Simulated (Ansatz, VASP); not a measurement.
**One calculation of SnO2, two programs**

```xyz
3
Lattice="0.0000 2.5741 2.5741 2.5741 0.0000 2.5741 2.5741 2.5741 0.0000" Properties=species:S:1:pos:R:3 pbc="T T T"
Sn    0.0095    0.0492   -0.0540
O     3.8914    3.8781    3.8590
O     1.3295    1.2238    1.3118
```

Change from the starting cell: atoms moved at random, drawn with an rms of 0.05 Å.

Alike in both runs: task single point; functional PBE; k mesh 9 × 9 × 9; occupations fermi-dirac, width 0.05 eV; no spin polarisation.

```csv
,VASP,Ansatz
version,VASP 6.6.1,Ansatz 0.2.0
potentials or method,"VASP PAW PBE potentials, release 64 (Sn_d, O)",Ansatz PAW
plane-wave cutoff (eV),520,420
valence electrons in the cell,26,26
```

Ansatz gave:

* gap on the k mesh at the Fermi level (eV): none
* pressure (GPa): 0.8
* largest component of the traceless stress (GPa): 1.20
* rms of the force components (eV/Å): 0.513

Q: What did VASP give for the same quantities?

A: gap on the k mesh at the Fermi level (eV): none; pressure (GPa): 1.3; largest component of the traceless stress (GPa): 1.31; rms of the force components (eV/Å): 0.529.

Atom by atom the forces differ by 0.019 eV/Å (rms over components). A gap of «none» marks a metal or a gap that the smearing closes.

Caveats: the pressure holds a Pulay correction of +1.0 GPa for the finite cutoff (Ansatz).
